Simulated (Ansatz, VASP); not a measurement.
# Cross-check of Y (linear Y chain) between VASP and Ansatz

One calculation is typed for both programs; each brings its own data sets. How far apart do they land? The structure shown is the end of the Ansatz relaxation below.

Calculated with Ansatz 0.2.0; plane waves, with VASP 6.6.1 beside it; single point at RPBE.

### Step 1. Starting point

The cell holds 1 atom: 1 Y. Cell: a = 7.500 Å, b = 7.500 Å, c = 3.250 Å, α = 90.0°, β = 90.0°, γ = 90.0°. Vacuum lies along a and b. The structure's axis is c.

### Step 2. Ansatz: relaxation, RPBE

Ansatz runs on its default PAW (the set named soft_2) files.

This run makes the geometry at which the two programs are then compared.

Input file input.yaml:

```yaml
crystal:
  lattice:
    - [7.5, 0.0, 0.0]
    - [0.0, 7.5, 0.0]
    - [0.0, 0.0, 3.534]
  atoms:
    - { symbol: "Y", position: [0.5, 0.5, 0.0], spin: 1.0 }
magnetization:
  spin_polarized: true
kpoints:
  mp_grid: { grid: [1, 1, 23] }
scf:
  occupations: { method: fermi_dirac, width: 0.05 }
hamiltonian:
  xc: rpbe
relax:
  cell: { fix: [a, b, alpha, beta, gamma] }
  max_steps: 60
```

Launch:

```sh
> ansatz run input.yaml --threads 4 --pin off --max-ram 8192MiB --backend cpu --events-out ev --progress --plain --runs-dir out
```

Numbers of over 12 decimals in the logs are rounded to 6 here.

What it wrote:

```text
Engine: ansatz 0.2.0, aarch64-unknown-linux-gnu
Pseudopotentials: kind: paw
Pseudopotential: Y, paw, valence charge 11, recommended cutoff 420 eV (normal), Y.paw.azcp
Functional definition: RPBE
  parameter kappa = 0.804
  parameter beta = 0.066725
  exchange = rpbe_x(kappa = kappa, mu = beta*pi^2/3)
  correlation = pbe_c(beta = beta)
Crystal: 1 atoms, lattice volume = 198.787 Å³
Basis set: ecut = 420 eV, 3891 PW (Γ), exchange–correlation on 108×108×48 points (8 copies of the dense FFT grid, shifted against one another)
Bands: 10, of which v1, the nominal top of the filled ones, is band 6 counted from 1 (5 counted from 0)
Symmetry: 16 space group operations
Space group: P4/mmm (ITA 123), of the structure as read, at distance tolerance 5.8e-5 Å
Magnetic group: BNS 123.339 (UNI 999), of the structure as read, at distance tolerance 5.8e-5 Å
k-points: 12 of 23
Non-local potential: Y, projectors of the file, l = 0: 3, l = 1: 2, l = 2: 2, l = 3: 1
PAW form: soft (Blöchl's): semilocal exchange-correlation on the pseudo side does not see the compensation charge
PAW frozen core: Y, regenerated for the run's functional, and the local potential with it (the file was generated under x = pbe(κ = 0.804, μ = 0.219515), c = pbe(β = 0.066725))
PAW one-centre angular grid: Y, 590 points (default); XC on 64 Gauss nodes
Initial density: superposition of atomic densities (neutral atoms: chi_scale 0, normalization atom)
Starting moments: Σ|m| = 1 μB on 1 of 1 site
Initial wavefunctions: pseudopotential atomic-orbital guess
Functional: x = rpbe, c = pbe(β = 0.066725)
SCF iter   1: F=—  HF=-3852.767368 eV  |F-HF|=—  |Δ(HF+E_count)|=         —  Δρ=9.44e-3 (↑9.44e-3 ↓4.41e-3)  dr2=8.28e-1  dr2_m=2.07e-2  M=1.254 μB ∫|m|=1.254 μB  β_m=0.30  ethr=3.10e-3  ⟨swp⟩=3.7  Hψ=1314  notcnv=0
Mixer restart at iter 1: flushing history
preconditioner: auto → LDOS  [metal: Δε(μ)=0.087 eV  Ē_g=1.898 eV  σ=0.050 eV  W_gap=0.40  n_scr=12 (ndim 8)  ℏωp=4.6 eV  f_vac=0.454  D(μ)=3.73/eV (n_scr^D=14)]
spin=Collinear: LDOS preconditioning applied to the charge; magnetization (m = ρ↑ − ρ↓) channel mixes plain (no charge-response kernel on spin).
SCF iter   2: F=—  HF=-3852.733435 eV  |F-HF|=—  |Δ(HF+E_count)|=   3.39e-2  Δρ=7.21e-3 (↑7.21e-3 ↓3.09e-3)  dr2=4.69e-1  dr2_m=1.50e-2  M=1.358 μB ∫|m|=1.358 μB  β_m=0.65  ethr=3.10e-3  ⟨swp⟩=1.7  Hψ=475  notcnv=0
SCF iter   3: F=—  HF=-3852.723008 eV  |F-HF|=—  |Δ(HF+E_count)|=   1.04e-2  Δρ=1.96e-3 (↑1.96e-3 ↓1.62e-3)  dr2=2.06e-2  dr2_m=7.18e-4  M=1.556 μB ∫|m|=1.556 μB  β_m=0.82  ethr=3.10e-3  ⟨swp⟩=2.6  Hψ=430  notcnv=0
SCF iter   4: F=—  HF=-3852.758741 eV  |F-HF|=—  |Δ(HF+E_count)|=         —  Δρ=4.60e-4 (↑4.47e-4 ↓4.60e-4)  dr2=2.39e-3  dr2_m=6.12e-5  M=1.554 μB ∫|m|=1.554 μB  β_m=0.82  ethr=1.87e-4  ⟨swp⟩=2.0  Hψ=416  notcnv=0
Mixer restart at iter 4: flushing history
SCF iter   5: F=—  HF=-3852.761098 eV  |F-HF|=—  |Δ(HF+E_count)|=   2.36e-3  Δρ=2.49e-4 (↑2.49e-4 ↓2.31e-4)  dr2=6.26e-4  dr2_m=2.23e-5  M=1.547 μB ∫|m|=1.547 μB  β_m=0.91  ethr=2.18e-5  ⟨swp⟩=2.6  Hψ=403  notcnv=0
SCF iter   6: F=—  HF=-3852.762285 eV  |F-HF|=—  |Δ(HF+E_count)|=   1.19e-3  Δρ=1.01e-4 (↑6.68e-5 ↓1.01e-4)  dr2=8.61e-5  dr2_m=5.31e-6  M=1.540 μB ∫|m|=1.540 μB  β_m=0.94  ethr=5.69e-6  ⟨swp⟩=2.2  Hψ=363  notcnv=0
SCF iter   7: F=—  HF=-3852.762382 eV  |F-HF|=—  |Δ(HF+E_count)|=   9.69e-5  Δρ=2.86e-5 (↑2.66e-5 ↓2.86e-5)  dr2=2.61e-6  dr2_m=1.10e-6  M=1.539 μB ∫|m|=1.539 μB  β_m=0.97  ethr=7.83e-7  ⟨swp⟩=2.4  Hψ=340  notcnv=0
SCF iter   8: F=—  HF=-3852.762401 eV  |F-HF|=—  |Δ(HF+E_count)|=   1.93e-5  Δρ=1.36e-5 (↑1.15e-5 ↓1.36e-5)  dr2=3.47e-7  dr2_m=2.43e-7  M=1.539 μB ∫|m|=1.539 μB  β_m=0.99  ethr=2.37e-8  ⟨swp⟩=3.2  Hψ=419  notcnv=0
SCF iter   9: F=—  HF=-3852.762405 eV  |F-HF|=—  |Δ(HF+E_count)|=   3.74e-6  Δρ=4.70e-6 (↑4.70e-6 ↓3.16e-6)  dr2=4.92e-8  dr2_m=1.97e-8  M=1.539 μB ∫|m|=1.539 μB  β_m=0.99  ethr=3.15e-9  ⟨swp⟩=2.8  Hψ=418  notcnv=0
SCF iter  10: F=—  HF=-3852.762405 eV  |F-HF|=—  |Δ(HF+E_count)|=   2.78e-7  Δρ=1.69e-6 (↑1.69e-6 ↓7.69e-7)  dr2=1.03e-8  dr2_m=1.06e-9  M=1.540 μB ∫|m|=1.540 μB  β_m=1.00  ethr=4.47e-10  ⟨swp⟩=2.7  Hψ=419  notcnv=0
SCF iter  11: F=-3852.762405 eV  HF=-3852.762405 eV  |F-HF|=1.88e-9  |Δ(HF+E_count)|=   2.60e-8  Δρ=5.73e-7 (↑2.11e-7 ↓5.73e-7)  dr2=1.60e-9  dr2_m=2.25e-10  M=1.540 μB ∫|m|=1.540 μB  ethr=9.33e-11  ⟨swp⟩=1.5  Hψ=797  notcnv=0
SCF 1 converged in 11 iterations: F = -3852.762405 eV  dr2 = 1.60e-9
  greatest PAW one-centre occupation: 0.994 electrons in one spin orbital (limit 2), on the Y atom at site 0 (counted from 0), in its partial waves of l = 0
[...]
iter 1 solved again at ethr=8.16e-6 eV; its pass at ethr=3.10e-3 eV (dr2=8.98e-4 eV) is discarded
SCF iter   1: F=—  HF=-3852.842121 eV  |F-HF|=—  |Δ(HF+E_count)|=         —  Δρ=3.80e-4 (↑3.80e-4 ↓1.79e-4)  dr2=9.22e-4  dr2_m=6.19e-5  M=1.685 μB ∫|m|=1.685 μB  β_m=0.65  ethr=8.16e-6  ⟨swp⟩=2.2  Hψ=1816  notcnv=0
preconditioner: auto → LDOS  [metal: Δε(μ)=0.087 eV  Ē_g=2.027 eV  σ=0.050 eV  W_gap=0.36  n_scr=8 (ndim 8)  ℏωp=4.8 eV  f_vac=0.453  D(μ)=1.99/eV (n_scr^D=8)]
spin=Collinear: LDOS preconditioning applied to the charge; magnetization (m = ρ↑ − ρ↓) channel mixes plain (no charge-response kernel on spin).
SCF iter   2: F=—  HF=-3852.842745 eV  |F-HF|=—  |Δ(HF+E_count)|=   6.24e-4  Δρ=2.35e-4 (↑2.35e-4 ↓7.23e-5)  dr2=1.56e-4  dr2_m=2.03e-5  M=1.688 μB ∫|m|=1.688 μB  β_m=0.54  ethr=8.16e-6  ⟨swp⟩=2.1  Hψ=307  notcnv=0
SCF iter   3: F=—  HF=-3852.842752 eV  |F-HF|=—  |Δ(HF+E_count)|=   6.84e-6  Δρ=1.16e-4 (↑1.16e-4 ↓5.89e-5)  dr2=3.51e-5  dr2_m=4.77e-6  M=1.689 μB ∫|m|=1.689 μB  β_m=0.76  ethr=1.42e-6  ⟨swp⟩=1.9  Hψ=301  notcnv=0
SCF iter   4: F=—  HF=-3852.842817 eV  |F-HF|=—  |Δ(HF+E_count)|=   6.55e-5  Δρ=2.67e-5 (↑2.67e-5 ↓2.11e-5)  dr2=4.04e-6  dr2_m=1.58e-7  M=1.690 μB ∫|m|=1.690 μB  β_m=0.82  ethr=3.19e-7  ⟨swp⟩=2.6  Hψ=399  notcnv=0
SCF iter   5: F=—  HF=-3852.842823 eV  |F-HF|=—  |Δ(HF+E_count)|=   5.61e-6  Δρ=5.74e-6 (↑4.58e-6 ↓5.74e-6)  dr2=2.45e-7  dr2_m=3.23e-9  M=1.690 μB ∫|m|=1.690 μB  β_m=0.91  ethr=3.67e-8  ⟨swp⟩=2.5  Hψ=342  notcnv=0
iter 6 did not close the SCF: its close was put off for a magnetic moment that had not settled (scf_convergence_deferred on its scf_iter line)
SCF iter   6: F=-3852.842824 eV  HF=-3852.842824 eV  |F-HF|=3.55e-8  |Δ(HF+E_count)|=   7.99e-7  Δρ=1.29e-6 (↑7.35e-7 ↓1.29e-6)  dr2=5.52e-9  dr2_m=6.81e-10  M=1.690 μB ∫|m|=1.690 μB  β_m=0.95  ethr=9.09e-10  ⟨swp⟩=2.6  Hψ=858  notcnv=0
SCF iter   7: F=-3852.842824 eV  HF=-3852.842824 eV  |F-HF|=6.18e-9  |Δ(HF+E_count)|=   5.07e-8  Δρ=6.13e-7 (↑6.13e-7 ↓6.10e-7)  dr2=2.56e-9  dr2_m=3.47e-10  M=1.690 μB ∫|m|=1.690 μB  ethr=5.02e-11  ⟨swp⟩=1.8  Hψ=779  notcnv=0
SCF 4 converged in 7 iterations: F = -3852.842824 eV  dr2 = 2.56e-9
relax step   4: F+E_penalty+E_count = -3852.84282395 eV  Δ(F+E_penalty+E_count) = -1.125e-3 eV  max|allowed force component| = 0.000e0 eV/Å  Δτ_max = 0.0000 Å  P = -0.254 GPa  Ω = 182.121 Å³  energy of the carried Pulay correction = +4.366e-5 eV  fix = [a, b, alpha, beta, gamma]  reactions: a -0.436, b -0.436 GPa  (7 SCF iters, dr2 threshold 1.00e-7 eV, accepted)
[...]
relax step   5: F+E_penalty+E_count = -3852.84310480 eV  Δ(F+E_penalty+E_count) = -2.808e-4 eV  max|allowed force component| = 0.000e0 eV/Å  Δτ_max = 0.0000 Å  P = -0.284 GPa  Ω = 182.841 Å³  energy of the carried Pulay correction = +4.170e-5 eV  fix = [a, b, alpha, beta, gamma]  reactions: a -0.434, b -0.434 GPa  (5 SCF iters, dr2 threshold 3.04e-8 eV, accepted)
[...]
relax step   6: F+E_penalty+E_count = -3852.84306530 eV  Δ(F+E_penalty+E_count) = +3.949e-5 eV  max|allowed force component| = 0.000e0 eV/Å  Δτ_max = 0.0000 Å  P = -0.284 GPa  Ω = 182.841 Å³  fix = [a, b, alpha, beta, gamma]  reactions: a -0.434, b -0.434 GPa  stress off target by 1.54e-2 GPa on what of the cell is left free  SCF on the basis re-selected at this cell (its energy is not comparable with the rows above)  (6 SCF iters)
basis re-selected at this cell: Δ(F+E_penalty+E_count) = +3.949e-5 eV, ΔP = -0.000 GPa vs the last step (what re-selecting the basis moved, of the pressure what is left beyond the Pulay correction that the steps carried, after the strain that the cell walked since its last selection, with what the two solves' SCF thresholds leave and, on support functions, any second-order correction that the steps lacked; it is no measure of the basis error at this ecutwfc). This SCF's stress stands 1.54e-2 GPa from its target on what of the cell is left free (relax.cell.stress_tol is 5.00e-2 GPa) and its largest allowed force component is 0.00e0 eV/Å (relax.f_tol is 1.00e-2 eV/Å): [rest of the remark cut]
SCF converged after 6 iterations
Magnetization: 1.6893 μB (6.3447 up, 4.6553 down)
Absolute magnetization: 1.6893 μB (∫|ρ↑−ρ↓|, with the PAW one-centre terms)
Spin contamination: 0.0172 ħ² per cell (⟨S²⟩ above its minimum at these occupations)
Per-site moments (μB) at R_I (Å): [(0.856130, 1.340831)]
Free energy (F): -3852.843065 eV
Harris-Foulkes:  -3852.843065 eV  (|F-HF|=1.59e-11)
Internal energy: -3852.826180 eV  (E = F + TS)
E sigma→0 (E₀):  -3852.834623 eV
Entropy (-TS):   -0.016885 eV (-16.885 meV/atom)
Fermi energy:    -0.385341 eV
--- Per-component energies (eV) ---
  E_band       = -240.537671
  E_kinetic    = 302.319302
  E_local      = -1426.765276  (includes V_loc(G=0)·N_el)
  E_nonlocal   = 50.019018
  E_hartree    = 540.806807
  E_xc         = -170.945979
  E_vxc        = -195.141613  (∫ρ·V_xc dr)
  E_paw        = -2831.734221  (= ΣΔE_a)
  E_vpaw       = -52.582702  (= ΣTr[D̂ρ^β])
  E_aug_tail   = 0.000003  (compensation charges beyond the density's cutoff)
  E_ewald      = -316.453921
  E_core_change = -0.071913  (= ΣΔE_core)
  E_smearing   = -0.016885  (= −TS)
  E_closure    = -0.000000  (closes the sum)
  Σ components = -3852.843065   (vs F -3852.843065, Δ=0.00e0)
--- Forces (eV/Å), atoms counted from 1 ---
  atom   1  Y      0.00000000    -0.00000000     0.00000000
  max |Σ_I F_I| component: 3.16e-29 eV/Å
--- Stress (GPa, compression-positive) ---
       -0.434188       0.000000       0.000000
        0.000000      -0.434188       0.000000
        0.000000       0.000000       0.015372
  P = ⅓ Tr σ = -0.2843 GPa (-2.843 kbar)
--- Relaxed structure (5 steps of the walk, 5 accepted, 1 SCFs on fresh bases) ---
  F+E_penalty+E_count = -3852.84306530 eV   max|allowed force component| = 0.000e0 eV/Å   (the final SCF, on the basis selected at the relaxed cell)
  cell:  # Å, volume = 182.8406 Å³
    - [7.5, 0.0, 0.0]
    - [0.0, 7.5, 0.0]
    - [0.0, 0.0, 3.250500]
  atoms:
    - { symbol: Y, position: [0.5, 0.5, 0.0] }
```

### Step 3. VASP: single point, RPBE

The same cell, functional, mesh and smearing now go to VASP, with its own data sets.

Lines of VASP's logs that name or quote its potential files are left out, and so is its time.

Input file INCAR:

```
SYSTEM = Y
PREC = Accurate
ENCUT = 500
EDIFF = 1E-06
NELM = 200
ISMEAR = -1
SIGMA = 0.05
LREAL = .FALSE.
ALGO = Normal
GGA = RP
NBANDS = 13
ISPIN = 2
MAGMOM = 0.86
LASPH = .TRUE.
LMAXMIX = 4
LORBIT = 11
LWAVE = .FALSE.
LCHARG = .FALSE.
ISIF = 2
GGA_COMPAT = .FALSE.
```

Input file POSCAR:

```
Y
1.0
    7.5000000000      0.0000000000      0.0000000000
    0.0000000000      7.5000000000      0.0000000000
    0.0000000000      0.0000000000      3.2504998906
Y
1
Direct
    0.5000000000      0.5000000000      0.0000000000
```

Input file KPOINTS:

```
Automatic mesh
0
Gamma
1 1 23
0 0 0
```

Potentials, in the order of the species: Y_sv (PBE family, release 64).

Launch:

```sh
> mpirun -np 1 vasp_std
```

What it wrote:

```text
[banner, memory and clock lines left out]
running    1 mpi-ranks, on    1 nodes
 distrk:  each k-point on    1 cores,    1 groups
 distr:  one band on    1 cores,    1 groups

 POSCAR found type information on POSCAR Y
 POSCAR found :  1 types and       1 ions
|                                                                             |
|               ----> ADVICE to this user running VASP <----                  |
|                                                                             |
|     You enforced a specific xc type in the INCAR file but a different       |
|     [... a line on the potential file left out ...]
|     I HOPE YOU KNOW WHAT YOU ARE DOING!                                     |
|                                                                             |

 LDA part: xc-table for (Slater+PW92), standard interpolation
 POSCAR, INCAR and KPOINTS ok, starting setup
 FFT: planning ... GRIDC
 FFT: planning ... GRID_SOFT
 FFT: planning ... GRID
 WAVECAR not read
 entering main loop
       N       E                     dE             d eps       ncg     rms          rms(c)
DAV:   1     0.192528321089E+02    0.19253E+02   -0.50179E+03   824   0.559E+02
DAV:   2    -0.579230961098E+00   -0.19832E+02   -0.18558E+02   914   0.996E+01
DAV:   3    -0.336467416932E+01   -0.27854E+01   -0.26393E+01   953   0.207E+01
DAV:   4    -0.354727040602E+01   -0.18260E+00   -0.18138E+00   901   0.475E+00
DAV:   5    -0.354971603635E+01   -0.24456E-02   -0.24403E-02   871   0.592E-01    0.101E+01
DAV:   6    -0.344268903909E+01    0.10703E+00   -0.37245E-01   639   0.315E+00    0.602E+00
DAV:   7    -0.339625615622E+01    0.46433E-01   -0.31868E-01   682   0.311E+00    0.290E+00
DAV:   8    -0.341692645281E+01   -0.20670E-01   -0.64541E-02   888   0.147E+00    0.148E+00
DAV:   9    -0.344075305367E+01   -0.23827E-01   -0.87777E-03   759   0.518E-01    0.927E-01
DAV:  10    -0.348533284739E+01   -0.44580E-01   -0.48851E-02   781   0.913E-01    0.418E-01
DAV:  11    -0.348901449634E+01   -0.36816E-02   -0.55846E-03   689   0.432E-01    0.216E-01
DAV:  12    -0.349024337161E+01   -0.12289E-02   -0.32163E-03   689   0.240E-01    0.138E-01
DAV:  13    -0.349081282058E+01   -0.56945E-03   -0.28959E-03   642   0.204E-01    0.537E-02
DAV:  14    -0.349058528744E+01    0.22753E-03   -0.18390E-03   624   0.194E-01    0.581E-02
DAV:  15    -0.349058193662E+01    0.33508E-05   -0.10554E-03   624   0.192E-01    0.403E-02
DAV:  16    -0.349053047178E+01    0.51465E-04   -0.11367E-04   639   0.606E-02    0.225E-02
DAV:  17    -0.349053398520E+01   -0.35134E-05   -0.33540E-05   709   0.284E-02    0.913E-03
DAV:  18    -0.349055327164E+01   -0.19286E-04   -0.79963E-05   629   0.539E-02    0.304E-03
DAV:  19    -0.349053734736E+01    0.15924E-04   -0.75152E-05   624   0.478E-02    0.144E-03
DAV:  20    -0.349057598487E+01   -0.38638E-04   -0.13645E-04   624   0.656E-02    0.187E-03
DAV:  21    -0.349055599946E+01    0.19985E-04   -0.26611E-04   624   0.884E-02    0.114E-03
DAV:  22    -0.349053770627E+01    0.18293E-04   -0.50750E-05   634   0.370E-02    0.600E-04
DAV:  23    -0.349053780215E+01   -0.95888E-07   -0.18774E-06   704   0.560E-03
   1 F= -.34905378E+01 E0= -.34821825E+01  d E =-.167106E-01  mag=     1.6877
```

[end of part 1 of 2]

[Lines on the potential files, build, host, timing and source positions are cut from VASP's logs without a mark.]

[Logs are printed without paths, hosts, clocks, repeated set-up lines and the standing remarks that a program may print on its own settings, such as how far it seeks lower states.]

[Hosts, paths, dates, database ids (printed as entryN), source tags and the programs' standing remarks are cut or masked in the printed files.]
